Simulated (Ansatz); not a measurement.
C (R-3m), random displacements

Theory: DFT r2SCAN, scalar-relativistic, plane waves, PAW in Ansatz 0.2.0. Settings: plane waves to 500 eV, k-mesh 6×6×6 (Γ-centred), Gaussian smearing 0.05 eV. No spin polarisation. Energies are free energies at this smearing, counted from the undisturbed cell; pressure is positive in compression.

The starting cell (as given, not relaxed at this level):

```
C
1.0
    -2.45605   -1.41800    3.34701
     2.45605   -1.41800    3.34701
     0.00000    2.83601    3.34701
C
8
Cartesian
  0.0000 0.0000 1.6467
  0.0000 -1.4180 4.9937
  -1.2280 0.7090 4.9937
  1.2280 0.7090 4.9937
  0.0000 0.0000 8.3943
  0.0000 1.4180 5.0473
  1.2280 -0.7090 5.0473
  -1.2280 -0.7090 5.0473
```

The cell holds layers and no dispersion correction was added, so their binding is poorly described.

The atoms are displaced (Å, in the unstrained cell):

| atom | ux | uy | uz |
| --- | --- | --- | --- |
| C1 | 0.037 | -0.043 | -0.069 |
| C2 | -0.095 | -0.026 | 0.041 |
| C3 | 0.166 | -0.091 | -0.008 |
| C4 | -0.107 | -0.077 | 0.098 |
| C5 | 0.148 | -0.052 | -0.042 |
| C6 | 0.098 | 0.154 | -0.244 |
| C7 | -0.156 | -0.160 | 0.034 |
| C8 | -0.091 | 0.295 | 0.190 |

Strain (Voigt, engineering shear): (-0.0205, 0.0216, 0.0034, -0.0575, 0.0139, 0.0499).

**Question.** What are the energy change, the stress and the forces?

**Answer.** ΔE = 1105.6 meV/atom; stress (xx, yy, zz, yz, xz, xy; compression positive) (23.98, 30.88, 1.22, -11.45, 2.00, -4.52) GPa; gap on the mesh 0.16 eV.
| atom | Fx (eV/Å) | Fy | Fz |
| --- | --- | --- | --- |
| C1 | -3.96 | 11.92 | 2.12 |
| C2 | -0.57 | -2.46 | 1.23 |
| C3 | 0.04 | 24.22 | -4.63 |
| C4 | 6.58 | 0.93 | -1.47 |
| C5 | -7.54 | 0.72 | 0.59 |
| C6 | 0.73 | -13.19 | 2.32 |
| C7 | 5.92 | 6.02 | -1.42 |
| C8 | -1.20 | -28.17 | 1.26 |

Cost: 1 run of about 1.3 core-minutes, on Arm Neoverse N1 (shared hosts).